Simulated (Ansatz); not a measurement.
ScAl under pressure: fit and missing row

ScAl, Pm-3m, a = 3.344 Å. The structure is a Materials Project entry; whether it is the stable form wasn't checked. Ansatz: PBEsol, PAW, 420 eV, Γ-centred 12×12×12 mesh on 2 atoms, Gaussian smearing 0.10 eV; no spin polarisation. Cell and atoms are relaxed at each pressure, and no other structure is tried, so the rows at high pressure may lie past a change of phase.

```
V (Å³/atom) P (GPa)
     12.974    59.97
     14.814    29.97
     16.269    15.00
     17.217     8.00
          ?     2.99
     18.704    -0.01
     19.473    -3.00
```

Question: Take V0 = 18.704 Å³/atom, count pressures from its P0 = -0.01 GPa, fit the third-order Birch–Murnaghan form to the other rows, and predict the missing volume.

Answer: With the Eulerian strain f = ½[(V0/V)^(2/3) − 1] and y = (P − P0)/[3f(1 + 2f)^(5/2)], the form is the line y = B0 + 1.5 B0 (B0′ − 4) f. Rows (f, y): 0.13808, 78.7; 0.08409, 80.6; 0.04872, 81.4; 0.02839, 81.9; -0.01325, 80.4. Means f = 0.05721, y = 80.600; Σ(Δf)² = 0.01313, ΣΔfΔy = -0.1838; the slope is their ratio. y = 81.40 − 14.00 f GPa, so B0 = 81.4 GPa and B0′ = 4 + 2 × (-14.00)/(3 × 81.40) = 3.89. P = 2.99 GPa is met at f = 0.01162 (y = 81.24), so V = V0 (1 + 2f)^(−3/2) = 18.070 Å³/atom. The run gave 18.077 Å³/atom, so the fit is 0.007 Å³/atom too low, within the rms miss on the fitted rows (0.017 Å³/atom).

The mesh isn't the same in all rows (12×12×12, 14×14×14).